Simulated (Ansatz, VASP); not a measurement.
**AlAs: VASP beside Ansatz**

```xyz
8
Lattice="0.0000 5.7279 0.0000 0.0000 0.0000 -5.7279 -5.7279 0.0000 0.0000" Properties=species:S:1:pos:R:3 pbc="T T T"
Al   -2.8640    2.8640   -5.7279
Al    0.0000    0.0000   -5.7279
Al    0.0000    2.8640   -2.8640
Al   -2.8640    0.0000   -2.8640
As   -4.2959    4.2959   -4.2959
As   -1.4320    1.4320   -4.2959
As   -1.4320    4.2959   -1.4320
As   -4.2959    1.4320   -1.4320
```

Alike in both runs: task single point; functional PBE; k mesh 3 × 3 × 3; occupations gaussian, width 0.01 eV; no spin polarisation.

|  | VASP | Ansatz |
| --- | --- | --- |
| version | VASP 6.6.1 | Ansatz 0.2.0 |
| potentials or method | VASP PAW PBE potentials, release 64 (Al, As) | scalar-relativistic, plane waves, PAW |
| plane-wave cutoff (eV) | 520 | 420 |
| valence electrons in the cell | 32 | 72 |

|  | VASP | Ansatz | Ansatz less VASP |
| --- | --- | --- | --- |
| gap on the k mesh at the Fermi level (eV) | 1.49 | 1.50 | +0.009 |
| least direct gap on the mesh (eV) | 1.49 | 1.50 | +0.009 |
| pressure (GPa) | 0.2 | 0.0 | -0.15 |

With one functional, cell and mesh, what is left measures potentials, basis and numerics. The two sets of potentials don't hold the same shells in valence.
